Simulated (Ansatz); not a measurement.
Crystal: Au, bcc type, 1 atom in the cell.

These are results of Ansatz 0.2.0 development build, PBE, plane waves, PAW datasets (generated soft set 1), not measurements.

Cutoff 420 eV; k-mesh 46×46×46 Γ-centred; Fermi–Dirac smearing of 0.0612 eV; no spin polarisation; no spin–orbit coupling.

```
V (Å³/atom)   a (Å)  E − E(min) (meV/atom)  P (GPa)
     16.939  3.2357                  32.82    10.33
     17.299  3.2585                  14.05     6.44
     17.659  3.2810                   3.46     3.05
     18.020  3.3031                   0.00     0.10
     18.380  3.3250                   2.74    -2.47
     18.741  3.3466                  10.88    -4.71
     19.101  3.3679                  23.68    -6.64
```

(1) Fit a third-order Birch–Murnaghan equation of state to the energies.

Answers

(1) V₀ = 18.032 Å³/atom (a₀ = 3.304 Å), B₀ = 137 GPa, B₀′ = 5.98.

The published all-electron PBE values for this crystal (mean of FLEUR and WIEN2k, k-spacing 0.06 Å⁻¹; Bosoni et al., Nat. Rev. Phys. 6, 45 (2024)) are V₀ = 18.042 Å³/atom, B₀ = 136.9 GPa, B₀′ = 5.97.

The stress includes the program's correction for the finite plane-wave basis.

This cubic structure is a model: it isn't the usual form of the substance at ambient conditions, and such phases are metastable or hypothetical.
